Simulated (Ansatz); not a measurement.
**Ge: random displacements**

Level of theory: DFT PBEsol, scalar-relativistic, plane waves, PAW in Ansatz. Cutoff 420 eV, Γ-centred 12×12×12 k-points, Gaussian smearing of 0.15 eV. No spin polarisation. Energies are free energies at this smearing, counted from the undisturbed cell; pressure is positive in compression.

The starting cell (relaxed at this level; this form isn't the usual structure):

```
CELL_PARAMETERS angstrom
4.92304 2.84232 1.95311
-4.92304 2.84232 1.95311
0.00000 -5.68463 1.95311
ATOMIC_POSITIONS crystal
Ge 0.71598 0.71598 0.71598
Ge 0.28402 0.28402 0.28402
Ge 0.03010 0.72620 0.53368
Ge 0.53368 0.03010 0.72620
Ge 0.72620 0.53368 0.03010
Ge 0.96990 0.27380 0.46632
Ge 0.46632 0.96990 0.27380
Ge 0.27380 0.46632 0.96990
```

The atoms are displaced (Å, in the unstrained cell):

```tsv
atom	ux	uy	uz
Ge1	-0.016	0.049	-0.035
Ge2	0.020	-0.045	-0.017
Ge3	-0.039	0.004	0.006
Ge4	0.020	-0.025	0.030
Ge5	0.016	-0.009	0.021
Ge6	-0.024	-0.025	-0.011
Ge7	0.035	0.029	-0.023
Ge8	-0.012	0.021	0.028
```

Strain (Voigt, engineering shear): (-0.0078, 0.0019, -0.0178, -0.0046, -0.0150, 0.0091).

(1) What are the energy change, the stress and the forces?

Results:

(1) ΔE = 17.7 meV/atom; stress (xx, yy, zz, yz, xz, xy; compression positive) (2.06, -0.62, 4.20, 0.53, 0.53, 0.24) GPa.
| atom | Fx (eV/Å) | Fy | Fz |
| --- | --- | --- | --- |
| Ge1 | 0.33 | -0.63 | 0.32 |
| Ge2 | -0.28 | 0.29 | -0.33 |
| Ge3 | 0.33 | 0.01 | 0.22 |
| Ge4 | -0.26 | 0.29 | -0.18 |
| Ge5 | -0.13 | 0.59 | -0.19 |
| Ge6 | 0.16 | 0.39 | 0.36 |
| Ge7 | -0.53 | -0.47 | 0.23 |
| Ge8 | 0.38 | -0.47 | -0.45 |

Cost: 1 run of about 11 core-minutes, on Intel Xeon Platinum 8488C (Sapphire Rapids) (shared hosts).